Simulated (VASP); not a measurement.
Pd, 1 atom in the cell. It takes space group I4/mmm (No. 139, tetragonal). Conventional cell: a = 2.613 Å, b = 2.613 Å, c = 3.890 Å, α = 90.00°, β = 90.00°, γ = 90.00°. Pd (site symmetry 4/mmm) has 12 Pd at 2.61 to 2.68 Å as nearest neighbours. The cell isn't the ideal one: strain -0.050 along x and y, +0.000 along z, atoms carried along.

```yaml
Program: VASP 6.6.1
Task: single point
Functional: PBE
Potentials_or_basis: VASP PAW PBE potentials, release 64 (Pd)
Cutoff: 520 eV
k_mesh: 20 × 20 × 20
Occupations: gaussian, width 0.15 eV
Spin: no spin polarisation
Dipole_correction: no
Further_INCAR_settings: ALGO = Normal; EDIFF = 1e-07; NBANDS = 11
```

Potentials or basis: VASP PAW PBE potentials, release 64 (Pd).

Run with:

```sh
$ cat potpaw_PBE.64/Pd/POTCAR > POTCAR
$ mpirun -np 1 vasp_std > vasp.out
```

Hardware: 1 thread of Intel(R) Xeon(R) Platinum 8259CL CPU @ 2.50GHz (Skylake/Cascade Lake), with other jobs on the host.

Q: Estimate the wall time of this run.

A: Wall time 70 s on 1 thread of Intel(R) Xeon(R) Platinum 8259CL CPU @ 2.50GHz (Skylake/Cascade Lake) (shared host), peak memory 0.21 GiB. Counts: scf iterations 13, k points 641.
